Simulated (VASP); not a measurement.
Wanted: the native input for a VASP 6.6.1 run.

- Task: single point
- Functional: PBE
- Potentials or basis: VASP PAW PBE potentials, release 64 (La, B)
- Cutoff: 520 eV
- k mesh: 4 × 4 × 4
- Occupations: fermi-dirac, width 0.1 eV
- Spin: no spin polarisation
- Dipole correction: no
- Further INCAR settings: ALGO = Fast; EDIFF = 1e-06; NBANDS = 24

The structure of LaB6 lies in POSCAR:

```
LaB6
1.0
    4.1266400000      0.0000000000      0.0000000000
    0.0000000000      4.1266400000      0.0000000000
    0.0000000000      0.0000000000      4.1266400000
La B
1 6
Direct
    0.0028136692     -0.0031735262     -0.0012336913
    0.4932443828      0.5278381443      0.2054751565
    0.4976523273      0.5009741582      0.8024778028
    0.1901799042      0.4962618498      0.4880256092
    0.7970409340      0.5023990462      0.5044370238
    0.4918255530      0.2063107031      0.4977722796
    0.4939027877      0.8069957641      0.5176644922
```

These files were run (other wordings do the same):

INCAR

```
PREC = Accurate
ENCUT = 520
EDIFF = 1E-6
ISMEAR = -1
SIGMA = 0.1
LREAL = F
LASPH = T
NELM = 100
ALGO = Fast
ISIF = 2
LWAVE = F
LCHARG = F
GGA = PE
NBANDS = 24
```

KPOINTS

```
regular mesh
0
Gamma
  4 4 4
```

Potentials or basis: VASP PAW PBE potentials, release 64 (La, B).

Command:

```sh
$ cat potpaw_PBE.64/La/POTCAR potpaw_PBE.64/B/POTCAR > POTCAR
$ mpirun -np 1 vasp_std > vasp.out
```

It gave:

| Property | Result |
| --- | --- |
| Pressure | 4.1 GPa |
| Largest force | 1.300 eV/Å |
| Band gap on the k mesh | none (metal or under the smearing width) |

Caveat: the k mesh is coarse (spacing up to 0.38 Å⁻¹), so the values aren't converged; forces of over 1 eV/Å show positions far from the minimum, so gaps and moduli don't describe the material at rest.

Run time: 2.1 min on 1 thread of AMD EPYC 9R45 (Zen 5) (shared host), peak memory 0.19 GiB.
